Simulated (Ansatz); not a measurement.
Space group P4_2/mmc (No. 131). a = 2.830 Å, b = 2.830 Å, c = 5.010 Å, α = 90.00°, β = 90.00°, γ = 90.00°
| atom | site | symmetry | x | y | z |
| --- | --- | --- | --- | --- | --- |
| Ni | 2d | mmm. | 0.0000 | 0.5000 | 0.5000 |
| O | 2e | -4m2 | 0.0000 | 0.0000 | 0.2500 |

Equation of state of this NiO structure (not necessarily the ground state), with shape and atoms relaxed at each volume where symmetry leaves them free. It has no gap at any of these volumes. Theory: Ansatz, DFT PBE, scalar-relativistic, plane waves, PAW.

Settings: cutoff 420 eV, Γ-centred mesh 16×16×10 on the computed 4-atom cell, Gaussian smearing of 0.10 eV; no spin polarisation.

```json
{"V (Å³/atom)": "8.828", "E − E(largest V) (meV/atom)": "52.54", "P (GPa)": "29.80"}
{"V (Å³/atom)": "9.129", "E − E(largest V) (meV/atom)": "5.60", "P (GPa)": "20.55"}
{"V (Å³/atom)": "9.430", "E − E(largest V) (meV/atom)": "-25.23", "P (GPa)": "12.62"}
{"V (Å³/atom)": "9.731", "E − E(largest V) (meV/atom)": "-42.27", "P (GPa)": "5.83"}
{"V (Å³/atom)": "10.032", "E − E(largest V) (meV/atom)": "-47.49", "P (GPa)": "0.00"}
{"V (Å³/atom)": "10.333", "E − E(largest V) (meV/atom)": "-42.63", "P (GPa)": "-4.96"}
{"V (Å³/atom)": "10.634", "E − E(largest V) (meV/atom)": "-29.17", "P (GPa)": "-9.18"}
{"V (Å³/atom)": "11.035", "E − E(largest V) (meV/atom)": "0.00", "P (GPa)": "-13.85"}
```

Q: Fit a third-order Birch–Murnaghan equation, E = E0 + (9V0B0/16)·[(x − 1)³B0' + (x − 1)²(6 − 4x)] with x = (V0/V)^(2/3), to E(V).

A: V0 = 10.03 Å³/atom, B0 = 178 GPa, B0' = 4.2.

Spin polarisation was left out, and a magnetic state may lie lower.

The cell was found from a structure generator's guess, not taken from experiment.
